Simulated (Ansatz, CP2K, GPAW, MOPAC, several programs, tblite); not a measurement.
**TiS2 from cheap methods to r2SCAN**

Aim: run TiS2 through methods of unlike cost and see what each gets, and at what price.

Method: no spin polarisation, static lattice; gaps from single points on the cell relaxed beforehand with r²SCAN+rVV10, in MOPAC, tblite, CP2K, GPAW, Ansatz (versions at each run).

## Step 1: Starting point

Symmetry: P-3m1, No. 164, trigonal system. Conventional cell: a = 3.411 Å, b = 3.411 Å, c = 5.739 Å, α = 90.00°, β = 90.00°, γ = 120.00°. Ti (site symmetry -3m) has 6 S at 2.42 Å as nearest neighbours. Around S (site symmetry 3m) lie 3 Ti at 2.42 Å.

As a file:

```
Ti S
1.0
     3.41060    0.00000    0.00000
    -1.70530    2.95367    0.00000
     0.00000    0.00000    5.73872
Ti S
1 2
Direct
  0.00000 0.00000 0.00000
  0.33333 0.66667 0.24491
  0.66667 0.33333 0.75509
```

The structure type (1T (CdI2) bulk) is imposed and need not be the compound's stable one.

**Question.** The methods are PM7, GFN1-xTB (tblite), GFN2-xTB (tblite), PBE/DZVP, PBE/single-zeta, PBE/SZV, coarse PBE, PBE, r2SCAN. What gap does r2SCAN give on this cell, and which other methods (full PBE left aside) come nearest to r2SCAN and farthest in gap?

```
                                      quantity                                       value
                                        r2SCAN                                 gap 0.14 eV
gap: nearest and farthest of the other methods  PBE/single-zeta (-0.00 eV), PM7 (+3.98 eV)
```

In words: For the gap, of the 7 methods compared (full PBE left aside), PBE/single-zeta comes nearest to r2SCAN and PM7 is farthest. A minimal basis or a coarse cutoff and mesh shifts results by its own error, so closeness to r2SCAN can be chance. Cluster runs see only the k-points that fold onto the zone centre, so their gaps can miss the band edges. No r2SCAN modulus is at hand, so moduli aren't ranked. Overlaps count as a gap of zero in the misses; they are PBE/DZVP -0.10, coarse PBE -0.07, PBE -0.08 eV. CPU times run from 0.86 s (coarse PBE) to 67 s (PM7). On this cell PM7, PBE/DZVP, PBE/single-zeta cost more than r2SCAN itself (13 s), so they are no saving here. A cluster method computes far more atoms than the primitive cell, so on a small crystal it can cost more than plane waves. PBE/DZVP, coarse PBE, PBE disagree with r2SCAN even on whether there is a gap. r2SCAN is a yardstick, not the truth: it usually gives gaps below the measured ones.
